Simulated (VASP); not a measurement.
# BiS (R-3m) in VASP: further runs

Runs on BiS. Level: PBE. Tasks: relaxation of cell and atoms, relaxation of the volume alone.

Program: VASP 6.6.1. These are calculated values, not measurements. Logs are shortened: lines on timing, memory, paths and dates and some standing lists are left out, and cuts for length are marked.

**1. The structure**

The structure is trigonal, space group R-3m (No. 166). Conventional cell: a = 4.219 Å, b = 4.219 Å, c = 10.501 Å, α = 90.00°, β = 90.00°, γ = 120.00°. Bi (site symmetry -3m) has 6 S at 3.00 Å as nearest neighbours. Around S (site symmetry -3m) lie 6 Bi at 3.00 Å.

The cell was built by a generator and needn't be a form met in nature.

**2. Relaxation of cell and atoms, PBE**

The input, INCAR:

```
PREC     = Accurate       # precision mode
ENCUT    = 900            # plane-wave cutoff, eV
EDIFF    = 1E-6           # SCF threshold, eV
ISMEAR   = -1             # smearing method
SIGMA    = 0.05           # smearing width, eV
LREAL    = False          # projectors in reciprocal space
LASPH    = True           # aspherical terms in the spheres
NELM     = 60             # most SCF steps
ALGO     = Normal         # electronic algorithm
ISIF     = 3              # what is computed and relaxed
LWAVE    = False          # write WAVECAR
LCHARG   = False          # write CHGCAR
GGA      = PE             # functional
IBRION   = 2              # ionic algorithm
NSW      = 40             # ionic steps
EDIFFG   = -0.01          # ionic threshold
```

The input, KPOINTS:

```
regular mesh
0
Gamma
  8 8 8
```

The input, POSCAR:

```
BiS
1.0
    2.1092708700      1.2177881000      3.5004874800
   -2.1092708700      1.2177881000      3.5004874800
    0.0000000000     -2.4355762100      3.5004874800
Bi S
1 1
Direct
    0.0000000000      0.0000000000      0.0000000000
    0.5000000000      0.5000000000      0.5000000000
```

Potentials or basis: VASP PAW PBE potentials, release 54 (Bi_d, S).

On the command line:

```
cat potpaw_PBE.54/Bi_d/POTCAR potpaw_PBE.54/S/POTCAR > POTCAR
mpirun -np 1 vasp_std > vasp.out
```

OUTCAR:

```text
PREC = Accurate
   ENCUT = 900
   EDIFF = 1E-6
   ISMEAR = -1
   LREAL = False
   LASPH = True
   NELM = 60
   ISIF = 3
   GGA = PE
   IBRION = 2
   NSW = 40
   EDIFFG = -0.01

 ion  position               nearest neighbor table
   1  0.000  0.000  0.000-   2 3.00   2 3.00   2 3.00   2 3.00   2 3.00   2 3.00
   2  0.500  0.500  0.500-   1 3.00   1 3.00   1 3.00   1 3.00   1 3.00   1 3.00

  LATTYP: Found a trigonal (rhomboedric) cell.
 ALAT       =     4.2644394775
 COS(alpha) =     0.5107049814

  Lattice vectors:

 A1 = (   2.1092708700,   1.2177881000,   3.5004874800)
 A2 = (  -2.1092708700,   1.2177881000,   3.5004874800)
 A3 = (   0.0000000000,  -2.4355762100,   3.5004874800)

Analysis of symmetry for initial positions (statically):
=====================================================================
 Subroutine PRICEL returns:
 Original cell was already a primitive cell.

 Routine SETGRP: Setting up the symmetry group for a
 trigonal (rhombohedral) supercell.

 Subroutine GETGRP returns: Found 12 space group operations
 (whereof 12 operations were pure point group operations)
 out of a pool of 12 trial point group operations.

The static configuration has the point symmetry D_3d.

Analysis of symmetry for dynamics (positions and initial velocities):
=====================================================================
 Subroutine PRICEL returns:
 Original cell was already a primitive cell.

 Routine SETGRP: Setting up the symmetry group for a
 trigonal (rhombohedral) supercell.

 Subroutine GETGRP returns: Found 12 space group operations
 (whereof 12 operations were pure point group operations)
 out of a pool of 12 trial point group operations.

The dynamic configuration has the point symmetry D_3d.

 Subroutine INISYM returns: Found 12 space group operations
 (whereof 12 operations are pure point group operations),
 and found     1 'primitive' translations

----------------------------------------------------------------------------------------

                                     Primitive cell

  volume of cell :      53.9491

  direct lattice vectors                    reciprocal lattice vectors
     2.109270870  1.217788100  3.500487480     0.237048739  0.136860153  0.095224832
    -2.109270870  1.217788100  3.500487480    -0.237048739  0.136860153  0.095224832
     0.000000000 -2.435576210  3.500487480     0.000000000 -0.273720307  0.095224832

  length of vectors
     4.264439477  4.264439477  4.264439479     0.289811275  0.289811275  0.289811275

  position of ions in fractional coordinates (direct lattice)
     0.000000000  0.000000000  0.000000000
     0.500000000  0.500000000  0.500000000

  ion indices of the primitive-cell ions
   primitive index   ion index
                 1           1
                 2           2

----------------------------------------------------------------------------------------

 KPOINTS: regular mesh

Automatic generation of k-mesh.
 Grid dimensions read from file:
 generate k-points for:    8    8    8

 Generating k-lattice:

  Cartesian coordinates                     Fractional coordinates (reciprocal lattice)
     0.029631092  0.017107519  0.011903104     0.125000000  0.000000000  0.000000000
    -0.029631092  0.017107519  0.011903104     0.000000000  0.125000000  0.000000000
     0.000000000 -0.034215038  0.011903104     0.000000000  0.000000000  0.125000000

  Length of vectors
     0.036226409  0.036226409  0.036226409

  Shift w.r.t. Gamma in fractional coordinates (k-lattice)
     0.000000000  0.000000000  0.000000000

 Subroutine IBZKPT returns following result:
 ===========================================

 Found     65 irreducible k-points:

 Following reciprocal coordinates:
            Coordinates               Weight
  0.000000  0.000000  0.000000      1.000000
  0.125000  0.000000  0.000000      6.000000
  0.250000  0.000000  0.000000      6.000000
  0.375000  0.000000  0.000000      6.000000
  0.500000  0.000000  0.000000      3.000000
  0.125000  0.125000  0.000000      6.000000
[... 16 lines left out ...]
  0.250000  0.125000  0.125000      6.000000
  0.375000  0.125000  0.125000      6.000000
 [... further k-points ...]
   k-points           NKPTS =     65   k-points in BZ     NKDIM =     65   number of bands    NBANDS=     14
   number of dos      NEDOS =    301   number of ions     NIONS =      2
   total plane-waves  NPLWV =  74088
   dimension x,y,z NGX =    42 NGY =   42 NGZ =   42
   dimension x,y,z NGXF=    84 NGYF=   84 NGZF=   84
   ions per type =               1   1
   NGX,Y,Z   is equivalent  to a cutoff of  16.37, 16.37, 16.37 a.u.
   NGXF,Y,Z  is equivalent  to a cutoff of  32.75, 32.75, 32.75 a.u.
 SYSTEM =  unknown system
   PREC   = accura    normal or accurate (medium, high low for compatibility)
   ISTART =      0    job   : 0-new  1-cont  2-samecut
   ICHARG =      2    charge: 1-file 2-atom 10-const
   ISPIN  =      1    spin polarized calculation?
   LNONCOLLINEAR =      F non collinear calculations
   LSORBIT =      F    spin-orbit coupling
   LASPH  =      T    aspherical Exc in radial PAW
   ENCUT  =  900.0 eV  66.15 Ry    8.13 a.u.  10.43 10.43 10.43*2*pi/ulx,y,z
   NELM   =     60;   NELMIN=  2; NELMDL= -5     # of ELM steps
   EDIFF  = 0.1E-05   stopping-criterion for ELM
   LREAL  =      F    real-space projection
   EDIFFG = -.1E-01   stopping-criterion for IOM
   NSW    =     40    number of steps for IOM
   IBRION =      2    ionic relax: 0-MD 1-quasi-New 2-CG
   NFREE  =      1    steps in history (QN), initial steepest desc. (CG)
   ISIF   =      3    stress and relaxation
   ISYM   =      2    0-nonsym 1-usesym 2-fastsym
   POTIM  = 0.5000    time-step for ionic-motion
   TEBEG  =    0.0;   TEEND  =   0.0 temperature during run
   PSTRESS=    0.0 pullay stress
   NELECT =      21.0000    total number of electrons
   NUPDOWN=      -1.0000    fix difference up-down
   EMIN   =  10.00;   EMAX   =-10.00  energy-range for DOS
   EFERMI =   0.00;   METHOD = LEGACY
   ISMEAR =    -1;   SIGMA  =   0.05  broadening in eV -4-tet -1-fermi 0-gaus
   EFERMI_NEDOS =   21; number of points for ismear=-14 and -15
   IALGO  =     38    algorithm
   IMIX   =      4    mixing-type and parameters
     AMIX     =   0.40;   BMIX     =  1.00
     AMIX_MAG =   1.60;   BMIX_MAG =  1.00
  volume/ion in A,a.u.               =      26.97       182.03
  Fermi-wavevector in a.u.,A,eV,Ry     =   1.195327  2.258840 19.440087  1.428806
  Thomas-Fermi vector in A             =   2.331295
   LORBIT       =      0    0 simple, 1 ext, 2 COOP (PROOUT), +10 PAW based schemes
   GGA     = PE    functional components
   LHFCALC =     F    Hartree Fock is set to
   AEXX    =    0.0000 exact exchange contribution
   IVDW    =     0    specifies the selected vdW correction
   LEPSILON=     F    determine dielectric tensor
   LRPA    =     F    only Hartree local field effects (RPA)
 conjugate gradient relaxation of ions
 non-spin polarized calculation
  energy-cutoff  :      900.00
  volume of cell :       53.95
 maximum number of plane-waves:      3324
 NGX is ok and might be reduce to    42
   NGX = 21   NGY = 21   NGZ = 21

--------------------------------------- Ionic step        1  -------------------------------------------

 number of electron      21.0000001 magnetization

 Free energy of the ion-electron system (eV)
  ---------------------------------------------------
  ext. energy  EPLUGINS =         0.00000000
  ---------------------------------------------------
  free energy    TOTEN  =        -8.14172213 eV

  energy without entropy =       -8.12802800  energy(sigma->0) =       -8.13487506

------------------------ aborting loop because EDIFF is reached ----------------------------------------

  FORCE on cell =-STRESS in cart. coord.  units (eV):
  Direction    XX          YY          ZZ          XY          YZ          ZX
  --------------------------------------------------------------------------------------
  -------------------------------------------------------------------------------------
  Total       -0.5092494     -0.5092494     -0.3324765      0.0000000      0.0000000      0.0000000
  in kB      -15.1236707    -15.1236707     -9.8738769      0.0000000      0.0000000      0.0000000
  external PRESSURE =     -13.3737394 kB  Pullay stress =       0.0000000 kB
[... 89 lines left out ...]
  FREE ENERGIE OF THE ION-ELECTRON SYSTEM (eV)
  ---------------------------------------------------
  free  energy   TOTEN  =        -8.1473476351 eV

  energy  without entropy=       -8.1337150603  energy(sigma->0) =       -8.14053135

 E-fermi :   7.1990     XC(G=0):  -9.9639

 val. band max:        7.1981600219   @ k =   0.3750   0.0000   0.0000
 cond. band min:       7.2123051411   @ k =   0.3750   0.2500   0.2500
 fundamental gap:      0.0141451192
 Fermi energy:         7.1989678796

 k-point     1 :       0.0000    0.0000    0.0000
  band No.  band energies     occupation
      1     -16.4732      2.00000
      2     -16.4449      2.00000
      3     -16.4449      2.00000
      4     -16.4404      2.00000
      5     -16.4404      2.00000
      6      -7.9540      2.00000
      7      -1.7704      2.00000
      8       2.9683      2.00000
      9       4.2599      2.00000
     10       4.2599      2.00000
     11      10.0025      0.00000
     12      10.0025      0.00000
     13      10.1678      0.00000
     14      11.6401      0.00000
[... 375 lines left out ...]
 k-point    24 :       0.3750    0.1250    0.1250
  band No.  band energies     occupation
      1     -16.4643      2.00000
      2     -16.4478      2.00000
      3     -16.4457      2.00000
      4     -16.4421      2.00000
      5     -16.4242      2.00000
      6      -7.0457      2.00000
      7      -3.3498      2.00000
      8       2.7006      2.00000
      9       4.5544      2.00000
     10       5.0344      2.00000
     11       6.8620      1.99764
     12       7.6703      0.00016
     13       8.8154      0.00000
     14      13.3270      0.00000

 [... further k-points ...]

[... ionic steps 4 to 13 ...]

--------------------------------------- Ionic step       14  -------------------------------------------

 number of electron      21.0000000 magnetization

------------------------ aborting loop because EDIFF is reached ----------------------------------------

  FORCE on cell =-STRESS in cart. coord.  units (eV):
  Direction    XX          YY          ZZ          XY          YZ          ZX
  --------------------------------------------------------------------------------------
  -------------------------------------------------------------------------------------
  Total       -0.0020999     -0.0020999     -0.0550198      0.0000000      0.0000000      0.0000000
  in kB       -0.0666110     -0.0666110     -1.7453199      0.0000000      0.0000000      0.0000000
  external PRESSURE =      -0.6261806 kB  Pullay stress =       0.0000000 kB
[... 57 lines left out ...]
  energy  without entropy=       -8.2497825371  energy(sigma->0) =       -8.25254474

--------------------------------------- Ionic step       16  -------------------------------------------

 number of electron      21.0000000 magnetization

 Free energy of the ion-electron system (eV)
  ---------------------------------------------------
  ext. energy  EPLUGINS =         0.00000000
  ---------------------------------------------------
  free energy    TOTEN  =        -8.25605550 eV

  energy without entropy =       -8.25048904  energy(sigma->0) =       -8.25327227

 E-fermi :   7.4618     XC(G=0): -10.0969

 val. band max:        7.4067887373   @ k =   0.5000   0.2500   0.2500
 cond. band min:       7.4635976182   @ k =  -0.2500  -0.2500   0.1250
 fundamental gap:      0.0568088809
 Fermi energy:         7.4618166226

 k-point     1 :       0.0000    0.0000    0.0000
  band No.  band energies     occupation
      1     -16.2819      2.00000
      2     -16.2422      2.00000
      3     -16.2422      2.00000
      4     -16.2342      2.00000
      5     -16.2342      2.00000
      6      -7.7705      2.00000
      7      -1.7259      2.00000
      8       2.6645      2.00000
      9       4.9270      2.00000
     10       4.9270      2.00000
     11      10.5327      0.00000
     12      10.5327      0.00000
     13      10.7418      0.00000
     14      11.7732      0.00000
[... 375 lines left out ...]
 k-point    24 :       0.3750    0.1250    0.1250
  band No.  band energies     occupation
      1     -16.2694      2.00000
      2     -16.2452      2.00000
      3     -16.2400      2.00000
      4     -16.2398      2.00000
      5     -16.2140      2.00000
      6      -6.8200      2.00000
      7      -3.1780      2.00000
      8       2.8376      2.00000
      9       5.0733      2.00000
     10       5.2442      2.00000
     11       7.2396      1.97680
     12       8.2422      0.00000
     13       8.9772      0.00000
     14      13.8259      0.00000

 [... further k-points ...]

------------------------ aborting loop because EDIFF is reached ----------------------------------------

  FORCE on cell =-STRESS in cart. coord.  units (eV):
  Direction    XX          YY          ZZ          XY          YZ          ZX
  --------------------------------------------------------------------------------------
  -------------------------------------------------------------------------------------
  Total        0.0077104      0.0077104      0.0069563     -0.0000000     -0.0000000      0.0000000
  in kB        0.2447244      0.2447244      0.2207903     -0.0000000     -0.0000000      0.0000000
  external PRESSURE =       0.2367464 kB  Pullay stress =       0.0000000 kB
[... 17 lines left out ...]
  FREE ENERGIE OF THE ION-ELECTRON SYSTEM (eV)
  ---------------------------------------------------
  free  energy   TOTEN  =        -8.2560555032 eV

  energy  without entropy=       -8.2504890416  energy(sigma->0) =       -8.25327227

 reached required accuracy - stopping structural energy minimisation
```

Run time: 8.1 min. Hardware: 1 thread of Intel Xeon 6975P-C (Granite Rapids), shared host; peak memory 0.36 GiB.

Results:

* Free energy: -8.2561 eV
* Relaxed volume: 25.24 Å³/atom
* Relaxed cell: a = 4.547 Å, b = 4.547 Å, c = 4.547 Å, α = 49.83°, β = 49.83°, γ = 49.83°
* Space group after relaxing (to 0.05 Å): R-3m (No. 166)
* Energy gained by relaxing: 57.2 meV/atom
* Ionic steps: 16
* Pressure after relaxing: 0.0 GPa
* Band gap on the k mesh: none (metal or under the smearing width)

Step by step:
```tsv
step	energy change (eV)	largest force (eV/Å)	pressure (GPa)	volume (Å³)
1	0.0000	0.0000	-1.34	53.95
2	-0.0049	0.0000	0.61	52.21
3	-0.0056	0.0000	0.05	52.67
4	-0.0067	0.0000	0.06	52.64
5	-0.0112	0.0000	0.09	52.54
6	-0.0259	0.0000	0.09	52.31
7	-0.0740	0.0000	-0.06	51.73
8	-0.1039	0.0000	-0.24	50.12
9	-0.1130	0.0000	-0.18	50.88
10	-0.1141	0.0000	-0.29	50.73
11	-0.1142	0.0000	-0.27	50.68
12	-0.0893	0.0000	3.05	48.00
13	-0.1143	0.0000	-0.06	50.50
14	-0.1143	0.0000	-0.06	50.51
15	-0.1136	0.0000	0.32	50.36
16	-0.1143	0.0000	0.02	50.48
```

Final structure:
```
Bi S
1.0
     1.91525    1.10577    3.97254
    -1.91525    1.10577    3.97254
     0.00000   -2.21154    3.97254
Bi S
1 1
Direct
  0.00000 0.00000 0.00000
  0.50000 0.50000 0.50000
```

Caveat: spin-orbit coupling is left out, which moves the levels of the heavy elements.

**3. Relaxation of cell and atoms, PBE**

INCAR is that of step 2.

KPOINTS is that of step 2.

POSCAR is that of step 2.

Potentials or basis: VASP PAW PBE potentials, release 54 (Bi, S).

On the command line:

```
cat potpaw_PBE.54/Bi/POTCAR potpaw_PBE.54/S/POTCAR > POTCAR
mpirun -np 1 vasp_std > vasp.out
```

Wall time 4.3 min (1 thread of Intel Xeon 6975P-C (Granite Rapids), shared host); peak memory 0.35 GiB.

The run converged. Its results:

```yaml
Free_energy: -8.2571 eV
Relaxed_volume: 25.18 Å³/atom
Relaxed_cell: a = 4.543 Å, b = 4.543 Å, c = 4.543 Å, α = 49.83°, β = 49.83°, γ = 49.83°
Space_group_after_relaxing_to_0.05_Å: R-3m (No. 166)
Energy_gained_by_relaxing: 58.3 meV/atom
Ionic_steps: 14
Pressure_after_relaxing: 0.0 GPa
Band_gap_on_the_k_mesh: none (metal or under the smearing width)
```

The path:
```
step  energy change (eV)  largest force (eV/Å)  pressure (GPa)  volume (Å³)
   1              0.0000                0.0000           -1.51        53.95
   2             -0.0060                0.0000            0.72        51.99
   3             -0.0070                0.0000            0.06        52.53
   4             -0.0081                0.0000            0.07        52.50
   5             -0.0127                0.0000            0.10        52.42
   6             -0.0273                0.0000            0.05        52.21
   7             -0.0753                0.0000           -0.16        51.68
   8             -0.1067                0.0000           -0.50        50.18
   9             -0.1150                0.0000           -0.43        50.88
  10             -0.1161                0.0000           -0.44        50.74
  11             -0.1145                0.0000            0.66        49.67
  12             -0.1166                0.0000           -0.08        50.38
  13             -0.1166                0.0000            0.05        50.34
  14             -0.1167                0.0000           -0.01        50.36
```

Final structure:
```xyz
2
Lattice="1.9137 1.1049 3.9693 -1.9137 1.1049 3.9693 0.0000 -2.2098 3.9693" Properties=species:S:1:pos:R:3 pbc="T T T"
Bi    0.0000    0.0000    0.0000
S     0.0000    0.0000    5.9540
```

Levels at points of the mesh, in eV from the Fermi level:
```csv
k point,band 2,band 3,band 4,band 5,band 6,band 7,band 8,band 9
"(0.00, 0.00, 0.00)",-9.19,-4.81,-2.54,-2.54,3.08,3.08,3.29,4.28
"(0.50, 0.00, 0.00)",-11.55,-3.56,-2.62,-2.62,-2.17,-0.44,0.05,6.67
"(0.50, 0.50, 0.00)",-10.46,-6.66,-5.44,-3.89,2.37,2.75,3.21,4.45
"(0.50, 0.50, 0.50)",-12.57,-2.19,-2.19,-1.10,-0.18,1.23,1.23,7.15
```

Caveat: spin-orbit coupling is left out, which moves the levels of the heavy elements.

(Part 1 of 2 ends here.)
